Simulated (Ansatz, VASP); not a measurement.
**One calculation of Ta, two programs**

File INCAR:

```
SYSTEM = Ta
PREC = Accurate
ENCUT = 520
EDIFF = 1E-6
ISMEAR = 0
SIGMA = 0.1
LREAL = .False.
LASPH = .True.
NELM = 100
ALGO = Fast
ISIF = 2
LWAVE = .False.
LCHARG = .False.
GGA = PE
NBANDS = 12
```

File KPOINTS:

```
regular mesh
0
Gamma
  18 18 18
  0 0 0
```

File POSCAR:

```
Ta
1.0
   -1.5150328872      1.5150328872      1.5150328872
    1.7131864872     -1.7131864872      1.9113400872
    1.7131864872      1.9113400872     -1.7131864872
Ta
1
Direct
    0.0000000000      0.0000000000      0.0000000000
```

Input for Ansatz:

```yaml
crystal:
  lattice:
    - [-1.5150328872, 1.5150328872, 1.5150328872]
    - [1.7131864872, -1.7131864872, 1.9113400872]
    - [1.7131864872, 1.9113400872, -1.7131864872]
  atoms:
    - { symbol: Ta, position: [0.0, 0.0, 0.0] }
basis:
  ecutwfc: 420
kpoints:
  mp_grid: { grid: [18, 18, 18] }
hamiltonian:
  xc: pbe
scf:
  occupations: { method: gaussian, width: 0.1 }
output:
  forces: true
  stress: true
  eigenvalues: true
  populations: true
```

Alike in both runs: task single point; functional PBE; k mesh 18 × 18 × 18; occupations gaussian, width 0.1 eV; no spin polarisation.

|  | VASP | Ansatz |
| --- | --- | --- |
| version | VASP 6.6.1 | Ansatz 0.2.0 |
| potentials or method | VASP PAW PBE potentials, release 64 (Ta_pv) | scalar-relativistic, plane waves, PAW |
| plane-wave cutoff (eV) | 520 | 420 |
| valence electrons in the cell | 11 | 13 |

|  | VASP | Ansatz | Ansatz less VASP |
| --- | --- | --- | --- |
| gap on the k mesh at the Fermi level (eV) | none | none | - |
| pressure (GPa) | -10.5 | -10.6 | -0.09 |
| largest component of the traceless stress (GPa) | 7.51 | 7.43 | -0.071 |

A gap of «none» marks a metal or a gap that the smearing closes. The two sets of potentials don't hold the same shells in valence.

The runs have no spin-orbit coupling, so splittings on Ta are missing.
